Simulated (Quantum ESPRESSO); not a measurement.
# In: phonons with rPW86PBE+rVV10

The system is In.

```
CELL_PARAMETERS angstrom
-1.88253 1.88253 1.88253
1.88253 -1.88253 1.88253
1.88253 1.88253 -1.88253
ATOMIC_POSITIONS crystal
In 0.00000 0.00000 0.00000
```

This isn't the form of In at room conditions, which is tetragonal.

```yaml
Program: Quantum ESPRESSO 7.5
Task: phonons
Functional: rPW86PBE
Dispersion: rVV10
Potentials_or_basis: GBRV 1.5 PBE
Cutoff: 762 eV
Density_cutoff: 6095 eV
k_mesh: 10 × 10 × 10
Occupations: cold, width 0.2 eV
Spin: no spin polarisation
rVV10_parameter_b: 6.3
Mixing_beta: 0.5
Most_SCF_iterations: 120
SCF_threshold: 2e-10 Ry
```

| Item | Value |
| --- | --- |
| Relaxed volume | 28.39 Å³/atom |
| Relaxed cell | a = 3.329 Å, b = 3.329 Å, c = 3.329 Å, α = 109.47°, β = 109.47°, γ = 109.47° |
| Space group after relaxing (to 0.05 Å) | Im-3m (No. 229) |
| Pressure after relaxing | -0.1 GPa |
| Band gap on the k mesh | none (metal or under the smearing width) |
| Highest phonon frequency at the q point run | 108 cm⁻¹ |

Step by step:
```csv
step,energy change (eV),largest force (eV/Å),pressure (GPa),volume (Å³)
1,0.0000,0.0000,2.28,26.69
2,-0.0039,0.0000,1.80,27.00
3,-0.0073,0.0000,1.31,27.34
4,-0.0105,0.0000,0.63,27.87
5,-0.0115,0.0000,0.03,28.37
6,-0.0115,0.0000,0.00,28.39
```

Final structure:
```yaml
crystal:
  lattice:
    - [-1.92181, 1.92181, 1.92181]
    - [1.92181, -1.92181, 1.92181]
    - [1.92181, 1.92181, -1.92181]
  atoms:
    - { symbol: In, position: [0.00000, 0.00000, 0.00000] }
```

Levels at points of the mesh, in eV from the Fermi level:
```csv
k point,band 4,band 5,band 6,band 7,band 8,band 9
"(0.00, 0.00, 0.00)",-14.28,-14.28,-8.92,10.12,10.12,10.12
"(0.00, 0.00, -0.50)",-14.28,-14.14,-3.88,-2.74,5.53,7.05
"(-0.50, -0.50, -0.50)",-14.17,-14.17,0.41,1.33,1.33,1.33
```

Phonon frequencies in cm⁻¹ (negative: imaginary):
| q point | frequencies |
| --- | --- |
| (0.000, 0.000, 0.500) | -9 52 108 |

Phonon modes at q = (0.000, 0.000, 0.500) in reciprocal lattice units:
| mode | symmetry | cm⁻¹ |
| --- | --- | --- |
| 1 | B_2u | -9 |
| 2 | B_1u | 52 |
| 3 | B_3u | 108 |

Wall time 5.4 min on 1 thread of Arm Neoverse V2, on a shared host, peak memory 0.22 GiB.

Caveat: the potentials were made for another functional, which shifts forces and pressure.
